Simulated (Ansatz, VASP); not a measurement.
## Two plane-wave programs on Cu

INCAR

```
SYSTEM = Cu
ALGO = Normal
EDIFF = 1E-7
ENCUT = 520
GGA = PE
ISIF = 2
ISMEAR = 0
LASPH = .True.
LCHARG = .False.
LREAL = .False.
LWAVE = .False.
NBANDS = 30
NELM = 100
PREC = Accurate
SIGMA = 0.1
```

File KPOINTS:

```
k-points
0
Gamma
  6 6 4
  0 0 0
```

File POSCAR:

```
Cu
1.0
    2.5826385604     -1.5401917233      0.0000000000
    2.5826385604      1.5401917233      0.0000000000
   -1.4425304201      0.0000000000      6.6867048011
Cu
4
Direct
    0.0504000000      0.0504000000      0.0996000000
    0.9496000000      0.9496000000      0.9004000000
    0.5050000000      0.5050000000      0.6000000000
    0.4950000000      0.4950000000      0.4000000000
```

Input for Ansatz:

```yaml
crystal:
  lattice:
    - [2.5826385604, -1.5401917233, 0.0]
    - [2.5826385604, 1.5401917233, 0.0]
    - [-1.4425304201, 0.0, 6.6867048011]
  atoms:
    - { symbol: Cu, position: [0.0504, 0.0504, 0.0996] }
    - { symbol: Cu, position: [0.9496, 0.9496, 0.9004] }
    - { symbol: Cu, position: [0.505, 0.505, 0.6] }
    - { symbol: Cu, position: [0.495, 0.495, 0.4] }
basis:
  ecutwfc: 420
kpoints:
  mp_grid: { grid: [6, 6, 4] }
hamiltonian:
  xc: pbe
scf:
  occupations: { method: gaussian, width: 0.1 }
  lower_state_search: "off"
output:
  forces: true
  stress: true
  eigenvalues: true
```

Alike in both runs: task single point; functional PBE; k mesh 6 × 6 × 4; occupations gaussian, width 0.1 eV; no spin polarisation.

|  | VASP | Ansatz |
| --- | --- | --- |
| version | VASP 6.6.1 | Ansatz 0.2.0 |
| potentials or method | VASP PAW PBE potentials, release 64 (Cu) | scalar-relativistic, plane waves, PAW |
| plane-wave cutoff (eV) | 520 | 420 |
| valence electrons in the cell | 44 | 76 |

VASP gave:

```
gap on the k mesh at the Fermi level (eV) : none
rms of the force components (eV/Å)        : 14.485
```

Task: Which values does Ansatz return?

Result: gap on the k mesh at the Fermi level (eV): none; rms of the force components (eV/Å): 36.777.

Atom by atom the forces differ by 22.295 eV/Å (rms over components). A gap of «none» marks a metal or a gap that the smearing closes. The two sets of potentials don't hold the same shells in valence.

Caveats: the k mesh is coarse (spacing up to 0.40 Å⁻¹), so the values aren't converged; forces of over 1 eV/Å show positions far from the minimum, so gaps and moduli don't describe the material at rest.
